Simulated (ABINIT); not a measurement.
# AlNi (Pm-3m) in ABINIT: a series of runs, part 2 of 2

ABINIT 10.8.3 (patched build). Earlier steps stand in the parts before.

### Step 4. Single point, PBEsol, collinear spin, ferromagnetic start

run.abi

```
pp_dirpath "./"
pseudos "Ni.GGA_PBE-JTH.xml, Al.GGA_PBE-JTH.xml"

acell 2.881 2.881 2.881 Angstrom
rprim
     1.0000000000     0.0000000000     0.0000000000
     0.0000000000     1.0000000000     0.0000000000
     0.0000000000     0.0000000000     1.0000000000
ntypat 2
znucl 28 13
natom 2
typat 1 2
xred
     0.5000000000     0.5000000000     0.5000000000
     0.0000000000     0.0000000000     0.0000000000

ecut 30.0
pawecutdg 52.0

kptopt 1
ngkpt 7 7 7
nshiftk 1
shiftk 0.0 0.0 0.0

ixc -116133

nband 15
occopt 3
tsmear 0.05 eV

nsppol 2
spinat
     0.0000000000     0.0000000000     1.0000000000
     0.0000000000     0.0000000000     0.0000000000

nstep 100
tolvrs 1.0e-9

iomode 3
prtwf 0
prteig 0
prtebands 0
enunit 1
prtden 1
prtvha 1
prtvclmb 1
prtpot 1
```

Potentials or basis: JTH PAW PBE v2.0.

Launch:

```sh
$ abinit run.abi > log 2>&1
```

run.abo:

```text
.Version 10.8.3 of ABINIT
 Symmetries : space group Pm -3 m (#221); Bravais cP (primitive cubic)
================================================================================
 Values of the parameters that define the memory need of the present run
     intxc =       0    ionmov =       0      iscf =      17    lmnmax =      18
     lnmax =       6     mgfft =      30  mpssoang =       3    mqgrid =    3001
     natom =       2  nloc_mem =       2    nspden =       2   nspinor =       1
    nsppol =       2      nsym =      48    n1xccc =       1    ntypat =       2
    occopt =       3   xclevel =       2
       mpw =        1281          nfft =       27000          nkpt =          20
 PAW method is used; the additional fine FFT grid is defined by:
   mgfftf=        36    nfftf =     46656
================================================================================
================================================================================

--------------------------------------------------------------------------------
------------- Echo of variables that govern the present computation ------------
--------------------------------------------------------------------------------
 -outvars: echo values of preprocessed input variables --------
            acell      5.4443009687E+00  5.4443009687E+00  5.4443009687E+00 Bohr
              amu      5.86900000E+01  2.69815390E+01
             ecut      3.00000000E+01 Hartree
           enunit           1
              ixc     -116133
         kptrlatt        7    0    0      0    7    0      0    0    7
          kptrlen      3.81101068E+01
            natom           2
            nband          15
            ngfft          30      30      30
          ngfftdg          36      36      36
             nkpt          20
           nspden           2
           nsppol           2
            nstep         100
             nsym          48
           ntypat           2
           occopt           3
        pawecutdg      5.20000000E+01 Hartree
         pawxcdev           0
        prtebands           0
           prteig           0
           prtpot           1
         prtvclmb           1
           prtvha           1
            prtwf           0
          spgroup         221
           spinat      0.0000000000E+00  0.0000000000E+00  1.0000000000E+00
                       0.0000000000E+00  0.0000000000E+00  0.0000000000E+00
           tolvrs      1.00000000E-09
[... 167 lines left out ...]
 Fermi (or HOMO) energy (eV) =  11.61175   Average Vxc (eV)= -11.92901
 Eigenvalues (   eV  ) for nkpt=  20  k points, SPIN UP:
 kpt#   1, nband= 15, wtk=  0.00292, kpt=  0.0000  0.0000  0.0000 (reduced coord)
 -91.53813  -52.08664  -52.08664  -52.08664    0.27030    8.22336    8.22336    9.93863
   9.93863    9.93863   16.92180   16.92180   16.92180   19.62180   19.62180
 prteigrs : prtvol=0 or 1, do not print more k-points.

 Eigenvalues (   eV  ) for nkpt=  20  k points, SPIN DOWN:
 kpt#   1, nband= 15, wtk=  0.00292, kpt=  0.0000  0.0000  0.0000 (reduced coord)
 -91.53813  -52.08664  -52.08664  -52.08664    0.27030    8.22336    8.22336    9.93863
   9.93863    9.93863   16.92180   16.92180   16.92180   19.62180   19.62180
 prteigrs : prtvol=0 or 1, do not print more k-points.

--- !EnergyTerms
iteration_state     : {dtset: 1, }
comment             : Components of total free energy in Hartree
kinetic             :  3.00242384851690E+01
hartree             :  5.70545766941859E+01
xc                  : -7.75025514575753E+00
Ewald energy        : -9.47255810573542E+01
psp_core            :  2.38668575352008E+00
local_psp           : -1.54687274930740E+02
PAW spherical_terms : -5.21640604740670E+00
internal            : -1.72914016248383E+02
'-kT*entropy'       : -2.32259134403271E-04
total_energy        : -1.72914248507517E+02
total_energy_eV     : -4.70523640357160E+03
...

--- !EnergyTermsDC
iteration_state     : {dtset: 1, }
comment             : '"Double-counting" decomposition of free energy'
band_energy         : -1.42459512542341E+01
Ewald energy        : -9.47255810573542E+01
psp_core            :  2.38668575352008E+00
xc_dc               : -5.49617338719579E+01
PAW spherical_terms : -1.13674328255836E+01
internal            : -1.72914013255610E+02
'-kT*entropy'       : -2.32259134403271E-04
total_energy_dc     : -1.72914245514744E+02
total_energy_dc_eV  : -4.70523632213409E+03
...

--- !EnergyTermsWithPAWCore
iteration_state     : {dtset: 1, }
comment             : 'Components of total free energy, including PAW core contributions'
Total energy        : -1.76190740064153E+03
Total energy DC     : -1.76190739764875E+03
Total energy (eV)   : -4.79439428085090E+04
Total energy DC (eV): -4.79439427270714E+04
...

 Cartesian components of stress tensor (hartree/bohr^3)
  sigma(1 1)=  2.91379878E-04  sigma(3 2)=  0.00000000E+00
  sigma(2 2)=  2.91379878E-04  sigma(3 1)=  0.00000000E+00
  sigma(3 3)=  2.91379878E-04  sigma(2 1)=  0.00000000E+00

-Cartesian components of stress tensor (GPa)         [Pressure= -8.5727E+00 GPa]
- sigma(1 1)=  8.57269199E+00  sigma(3 2)=  0.00000000E+00
- sigma(2 2)=  8.57269199E+00  sigma(3 1)=  0.00000000E+00
- sigma(3 3)=  8.57269199E+00  sigma(2 1)=  0.00000000E+00

== END DATASET(S) ==============================================================
================================================================================

 -outvars: echo values of variables after computation  --------
            acell      5.4443009687E+00  5.4443009687E+00  5.4443009687E+00 Bohr
           etotal     -1.7291424551E+02
            fcart     -0.0000000000E+00 -0.0000000000E+00 -0.0000000000E+00
                      -0.0000000000E+00 -0.0000000000E+00 -0.0000000000E+00
           strten      2.9137987833E-04  2.9137987833E-04  2.9137987833E-04
                       0.0000000000E+00  0.0000000000E+00  0.0000000000E+00
           xangst      1.4405000000E+00  1.4405000000E+00  1.4405000000E+00
                       0.0000000000E+00  0.0000000000E+00  0.0000000000E+00
             xred      5.0000000000E-01  5.0000000000E-01  5.0000000000E-01
                       0.0000000000E+00  0.0000000000E+00  0.0000000000E+00
 Calculation completed.
```

Wall time 36 s (1 thread of Arm Neoverse V2, shared host); peak memory 0.14 GiB.

Results:

- Free energy: -4705.2363 eV
- Band gap on the k mesh: none (metal or under the smearing width)
- Net moment: 0.00 μB per cell
- Valence electrons inside the program's atomic spheres: Ni 15.89; Al 0.80

Levels at points of the mesh, in eV from the Fermi level:
Spin up:
| k point | band 7 | band 8 | band 9 | band 10 | band 11 | band 12 | band 13 | band 14 |
| --- | --- | --- | --- | --- | --- | --- | --- | --- |
| (0.00, 0.00, 0.00) | -3.39 | -1.67 | -1.67 | -1.67 | 5.31 | 5.31 | 5.31 | 8.01 |
Spin down:
| k point | band 8 | band 9 | band 10 | band 11 | band 12 | band 13 |
| --- | --- | --- | --- | --- | --- | --- |
| (0.00, 0.00, 0.00) | -1.67 | -1.67 | -1.67 | 5.31 | 5.31 | 5.31 |

Caveat: the cutoff is too short for stress, so the log's stress isn't used; small starting moments can end in a higher magnetic state in this program; the PAW data sets were made with another functional, which shifts forces and pressure a little.

### Step 5. Overview

| level | potentials or basis | k mesh | mesh quality | gap on the mesh (eV) | moment (μB) |
| --- | --- | --- | --- | --- | --- |
| LDA | JTH PAW LDA v2.0 | 5 × 5 × 5 | coarse | none | 0.00 |
| PBEsol | JTH PAW PBE v2.0 | 4 × 4 × 4 | coarse | none | 0.00 |
| PBEsol | JTH PAW PBE v2.0 | 7 × 7 × 7 | not flagged | none | 0.00 |

Alike in all rows: task single point; spin collinear, ferromagnetic start; cell as given; cutoff (eV) 816; smearing fermi-dirac 0.05 eV.

Caveats: some runs use coarse meshes; small starting moments can end in a higher magnetic state in this program; the PAW data sets were made with another functional, which shifts forces and pressure a little (some runs).

Total energies depend on the potentials used, so only differences within one code and one set of settings carry meaning.
